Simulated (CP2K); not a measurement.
## CdO (Monteponite) under changes of volume

One of the cells (12.970 Å³/atom); the others are scaled copies at fixed shape and fractional positions:

```xyz
2
Lattice="3.3227 0.0000 0.0000 1.6613 2.8775 0.0000 1.6613 0.9592 2.7130" Properties=species:S:1:pos:R:3 pbc="T T T"
Cd    0.0000    0.0000    0.0000
O     3.3227    1.9184    1.3565
```

- Program: CP2K 2026.2
- Functional: PBE
- Potentials or basis: POTENTIAL_UZH Cd GTH-PBE-q12, O GTH-PBE-q6; TZVP-MOLOPT-PBE-GTH basis
- Density cutoff: 8163 eV
- k mesh: 10 × 10 × 10
- Occupations: fermi-dirac, width 0.05 eV
- Spin: no spin polarisation

```tsv
volume (Å³/atom)	energy over the lowest point (meV/atom)	pressure (GPa)
12.191	79.74	19.2
12.451	52.42	14.9
12.710	31.43	11.1
12.970	16.28	7.7
13.229	?	?
13.488	1.08	1.9
13.748	0.00	-0.5
```

Problem. What does the run at 13.229 Å³/atom give?

Solution. Energy over the lowest point 6.35 meV/atom; pressure 4.6 GPa.

Worked out: A Birch-Murnaghan fit of order 3 (a polynomial in V^(-2/3)) to the other rows has its minimum at 13.69 Å³/atom with B0 = V·E''(V) = 128 GPa and B' = 4.4. It gives 6.33 meV/atom at 13.229 Å³/atom, against the run's 6.35, and -dE/dV = 4.7 GPa, against 4.6.

Energies are extrapolated to zero smearing.

Caveats: the basis of atomic orbitals isn't converged, which shifts pressures, moduli and gaps.
